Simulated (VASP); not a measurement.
The system is TiSe2.

```
Ti Se
1.0
     3.53600    0.00000    0.00000
    -1.76800    3.06227    0.00000
     0.00000    0.00000    6.00400
Ti Se
1 2
Cartesian
  0.0000 0.0000 0.0000
  0.0000 2.0415 1.5322
  1.7680 1.0208 4.4718
```

* Program: VASP 6.6.1
* Task: relaxation of cell and atoms
* Functional: PBE
* Dispersion: D3(BJ)
* Potentials or basis: VASP PAW PBE potentials, release 64 (Ti_sv, Se)
* Cutoff: 600 eV
* k mesh: 12 × 12 × 6
* Occupations: methfessel-paxton, width 0.1 eV
* Spin: no spin polarisation

At the start: pressure -1.6 GPa; volume 21.67 Å³/atom.

Question: Where does the relaxation end?

Answer: Over 10 steps the energy falls by 7.6 meV/atom and the volume is 20.50 Å³/atom (-5.4 %); space group P-3m1 (No. 164, to 0.05 Å).

Step by step:
```
step  energy change (eV)  largest force (eV/Å)  pressure (GPa)  volume (Å³)
   1              0.0000                0.0905           -1.57        65.01
   2             -0.0085                0.3343            0.77        63.04
   3             -0.0091                0.2857            0.30        63.41
   4             -0.0154                0.1559            0.07        62.97
   5             -0.0171                0.0444           -0.12        62.60
   6             -0.0193                0.0390           -0.05        62.32
   7             -0.0226                0.0178            0.18        61.46
   8             -0.0226                0.0158            0.20        61.41
   9             -0.0222                0.0692           -0.44        61.77
  10             -0.0227                0.0080            0.00        61.51
```

Final structure:
```
CELL_PARAMETERS angstrom
3.48178 0.00000 0.00000
-1.74089 3.01531 0.00000
0.00000 0.00000 5.85864
ATOMIC_POSITIONS crystal
Ti 0.00000 0.00000 0.00000
Se 0.33333 0.66667 0.26539
Se 0.66667 0.33333 0.73461
```
